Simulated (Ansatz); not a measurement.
Runs of Ansatz 0.2.0 on TiO2. The structure is tetragonal, space group P4_2/mnm (No. 136). Conventional cell: a = 4.600 Å, b = 4.600 Å, c = 2.959 Å, α = 90.00°, β = 90.00°, γ = 90.00°. Ti (site symmetry mmm) has 6 O at 1.95 to 1.98 Å as nearest neighbours. O (site symmetry m2m) has 3 Ti at 1.95 to 1.98 Å as nearest neighbours. The cell is a database's computed one.

```csv
task,level,cutoff (eV),basis error allowed,gap on the mesh (eV),pressure (GPa),largest force (eV/Å)
single point,PBE,409,0.001 eV/atom,1.86,4.2,-
band structure,LDA,379,0.002 eV/atom,(b),-8.8,0.13
band structure,PBE,379,0.002 eV/atom,1.86,4.2,-
single point,PBEsol,410,0.001 eV/atom,(a),-2.8,0.07
```

Alike in all rows: potentials or basis all-electron LAPW, scalar-relativistic; no spin polarisation; cell as given; k mesh 6 × 6 × 9; smearing fermi-dirac 0.05 eV.

Problem. Fill in the values left out.

Solution. (a) 1.82; (b) 1.78.

Caveats: an odd mesh through Γ misses points on the zone boundary, where band edges often lie (some runs).

Not every run made on this cell is shown here.
